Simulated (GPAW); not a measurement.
Set up this calculation in GPAW 26.7.0, as an ASE script.

```yaml
Task: band structure
Functional: BP86
Potentials_or_basis: PAW data sets generated in the run's folder for this functional
Cutoff: 600 eV
Basis: pw
k_mesh: 5 × 5 × 3
Occupations: fermi-dirac, width 0.05 eV
Spin: spin-orbit coupling, no magnetisation
Maxiter: 150
Band_path: GMKGALHA,LM,KH
Band_points: 100
spin_axis_theta_degrees: 90
spin_axis_phi_degrees: 0
Soc_after_scf: second variation
```

The structure of CdS (Greenockite) lies in CdS.cif:

```cif
data_CdS
_cell_length_a 4.15000000
_cell_length_b 4.15000000
_cell_length_c 6.73700000
_cell_angle_alpha 90.00000000
_cell_angle_beta 90.00000000
_cell_angle_gamma 120.00000000
_space_group_name_H-M_alt 'P1'
_space_group_name_Hall 'P 1'
_space_group_IT_number 1
loop_
_space_group_symop_operation_xyz
'x,y,z'
loop_
_atom_site_label
_atom_site_type_symbol
_atom_site_symmetry_multiplicity
_atom_site_Wyckoff_symbol
_atom_site_fract_x
_atom_site_fract_y
_atom_site_fract_z
_atom_site_occupancy
Cd1 Cd 1 a 0.6666666667 0.3333333333 0.5000000000 1
Cd2 Cd 1 a 0.3333333333 0.6666666667 0.0000000000 1
S1 S 1 a 0.6666666667 0.3333333333 0.8750000000 1
S2 S 1 a 0.3333333333 0.6666666667 0.3750000000 1
```

One way to write it, as run:

run.py

```python
import numpy as np
from ase.dft.bandgap import bandgap
from ase.io import read, write
from ase.units import GPa
from gpaw import GPAW, PW, setup_paths
from gpaw.spinorbit import soc_eigenstates

setup_paths.insert(0, '.')

atoms = read('CdS.cif')

calc = GPAW(mode=PW(600),
            xc='GGA_X_B88+GGA_C_P86',
            kpts={'size': (5, 5, 3), 'gamma': True},
            occupations={'name': 'fermi-dirac', 'width': 0.05},
            nbands=31,
            convergence={'density': 1e-05, 'energy': 1e-05},
            maxiter=150,
            txt='gpaw.txt')
atoms.calc = calc
energy = atoms.get_potential_energy()
forces = atoms.get_forces()
stress = atoms.get_stress()
calc.write('gs.gpw')
write('result.traj', atoms)
print(f'Energy: {energy:.6f} eV')
print('Forces (eV/A):')
print(forces.round(4))
print('Stress (GPa):', (stress / GPa).round(3))
print('Fermi level:', round(calc.get_fermi_level(), 4), 'eV')
print(f'Gap: {bandgap(calc)[0]:.4f} eV, direct: {bandgap(calc, direct=True)[0]:.4f} eV')

path = atoms.cell.bandpath('GMKGALHA,LM,KH', npoints=100, eps=1e-4)
bs_calc = calc.fixed_density(kpts=path, symmetry='off', nbands=51,
                             convergence={'bands': 'CBM+6.0', 'eigenstates': 1e-6}, txt='bands.txt')
bs = bs_calc.band_structure()
bs.write('bs.json')
print(f'Gap on the path: {bandgap(bs_calc)[0]:.4f} eV')

soc = soc_eigenstates(bs_calc, theta=90, phi=0)
np.savetxt('soc_bands.dat', soc.eigenvalues(), fmt='%.4f')
mesh = soc_eigenstates('gs.gpw', theta=90, phi=0)
np.savetxt('soc_mesh.dat', mesh.eigenvalues(), fmt='%.4f')
print('Fermi level with spin-orbit coupling:', round(mesh.fermi_level, 4), 'eV')
```

Potentials or basis: PAW data sets generated in the run's folder for this functional, pw.

Command:

```console
$ gpaw-setup -f GGA_X_B88+GGA_C_P86 Cd S
$ OMP_NUM_THREADS=1 python run.py
```

Results of the run:

```
Pressure                : 2.0 GPa
Largest force           : 0.063 eV/Å
Band gap on the k mesh  : 1.08 eV, direct
Band gap along the path : 1.08 eV, direct
```

Caveat: spin-orbit coupling was added after a scalar SCF, so levels and gaps hold it while energy, forces, pressure and moments don't; this program's spin-orbit splittings come out too wide for heavy elements.

It took 3.6 min on 1 thread of Arm Neoverse V1, with other jobs on the host, peak memory 0.63 GiB.
